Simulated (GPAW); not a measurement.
The system is BN.

```
CELL_PARAMETERS angstrom
2.55394 0.00000 0.00000
-1.27697 2.21178 0.00000
0.00000 0.00000 4.22685
ATOMIC_POSITIONS crystal
N 0.33333 0.66667 0.12528
N 0.66667 0.33333 0.62528
B 0.33333 0.66667 0.49972
B 0.66667 0.33333 0.99972
```

Measurements of this composition are mostly on another form, of space group No. 194.

Base run:

| Quantity | Value |
| --- | --- |
| Program | GPAW 26.7.0 |
| Functional | LDA |
| Potentials or basis | the program's PAW data sets (release 1.2.1) made for this functional |
| Cutoff | 600 eV |
| Basis | pw |
| k mesh | 10 × 10 × 5 |
| Occupations | fermi-dirac, width 0.001 eV |
| Spin | no spin polarisation |

Its results: band gap on the k mesh 5.16 eV, indirect (least direct gap 8.09 eV).

Problem. The run is repeated on the same cell with these changes: functional from LDA to GLLB-SC. What comes out?

Solution. Band gap on the k mesh, kohn-sham part alone 6.06 eV, indirect (least direct gap 8.93 eV).

Caveats: the long-wavelength limit can be off by a per cent or two; an odd mesh through Γ misses points on the zone boundary, where band edges often lie; a model potential gives levels but no total energy (some runs); response on these states lacks terms of the Hamiltonian (some runs).

Not every run made on this cell is shown here.
